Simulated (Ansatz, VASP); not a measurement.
## CO2 in VASP and in Ansatz

The input POSCAR:

```
CO2
1.0
    5.0693110000      0.0000000000      0.0000000000
    0.0000000000      5.0693110000      0.0000000000
    0.0000000000      0.0000000000      7.2320250000
C O
4 8
Direct
    0.9887920000      0.0112080000      0.7500000000
    0.0112080000      0.9887920000      0.2500000000
    0.5112080000      0.5112080000      0.5000000000
    0.4887920000      0.4887920000      0.0000000000
    0.6749860000      0.3476070000      0.4926710000
    0.3250140000      0.6523930000      0.9926710000
    0.8476070000      0.8250140000      0.2426710000
    0.1523930000      0.1749860000      0.7426710000
    0.6523930000      0.3250140000      0.0073290000
    0.3476070000      0.6749860000      0.5073290000
    0.8250140000      0.8476070000      0.7573290000
    0.1749860000      0.1523930000      0.2573290000
```

File INCAR.step1:

```
PREC = Accurate
ENCUT = 520
ISMEAR = -1
SIGMA = 0.02
LREAL = F
LASPH = T
NELM = 100
NBANDS = 44
GGA = PE
ALGO = Normal
EDIFF = 1E-4
LWAVE = T
LCHARG = F
```

File INCAR.step2:

```
PREC = Accurate
ENCUT = 520
EDIFF = 1E-8
ISMEAR = -1
SIGMA = 0.02
LREAL = F
LASPH = T
NELM = 100
ALGO = Normal
ISIF = 2
LWAVE = F
LCHARG = F
METAGGA = R2SCAN
LMIXTAU = T
LEFG = T
NBANDS = 44
ISTART = 1
```

Contents of KPOINTS:

```
regular mesh
0
Gamma
  5 5 4
```

Input for Ansatz:

```yaml
crystal:
  lattice:
    - [5.069311, 0.0, 0.0]
    - [0.0, 5.069311, 0.0]
    - [0.0, 0.0, 7.232025]
  atoms:
    - { symbol: C, position: [0.988792, 0.011208, 0.75] }
    - { symbol: C, position: [0.011208, 0.988792, 0.25] }
    - { symbol: C, position: [0.511208, 0.511208, 0.5] }
    - { symbol: C, position: [0.488792, 0.488792, 0.0] }
    - { symbol: O, position: [0.674986, 0.347607, 0.492671] }
    - { symbol: O, position: [0.325014, 0.652393, 0.992671] }
    - { symbol: O, position: [0.847607, 0.825014, 0.242671] }
    - { symbol: O, position: [0.152393, 0.174986, 0.742671] }
    - { symbol: O, position: [0.652393, 0.325014, 0.007329] }
    - { symbol: O, position: [0.347607, 0.674986, 0.507329] }
    - { symbol: O, position: [0.825014, 0.847607, 0.757329] }
    - { symbol: O, position: [0.174986, 0.152393, 0.257329] }
kpoints:
  mp_grid: { grid: [5, 5, 4] }
scf:
  occupations: { method: fermi_dirac, width: 0.02 }
hamiltonian:
  xc: r2scan
  pseudopotentials: { kind: paw }
output:
  forces: true
  stress: true
  populations: true
  efg: { quadrupole_moments_barn: { O: -0.02558 }, contact_densities: true }
  write_density: true
  write_potential: true
  elf: true
  volumetric_format: npy
```

Alike in both runs: task electric field gradients; functional r2SCAN; k mesh 5 × 5 × 4; occupations fermi-dirac, width 0.02 eV; no spin polarisation.

|  | VASP | Ansatz |
| --- | --- | --- |
| version | VASP 6.6.1 | Ansatz 0.2.0 |
| potentials or method | VASP PAW PBE potentials, release 64 (C, O) | plane-wave PAW, scalar-relativistic |
| plane-wave cutoff (eV) | 520 | 500 |
| valence electrons in the cell | 64 | 64 |

|  | VASP | Ansatz | Ansatz less VASP |
| --- | --- | --- | --- |
| gap on the k mesh at the Fermi level (eV) | 7.05 | 7.07 | +0.027 |
| pressure (GPa) | -2.4 | -4.1 | -1.63 |
| largest component of the traceless stress (GPa) | 2.40 | 4.29 | +1.891 |
| rms of the force components (eV/Å) | 0.367 | 0.705 | +0.3388 |
| Vzz of the field gradient on the site that differs most (V/Å²) | -56.0 | -34.8 | +21.18 |

Atom by atom the forces differ by 0.339 eV/Å (rms over components).

Caveats: the standard files for N, O and F lose accuracy on very short bonds; the PAW data sets were made with another functional, which shifts forces and pressure a little (VASP); an odd mesh through Γ misses points on the zone boundary, where band edges often lie. r2SCAN opens gaps a little over a GGA but as a rule still falls short of measured ones.
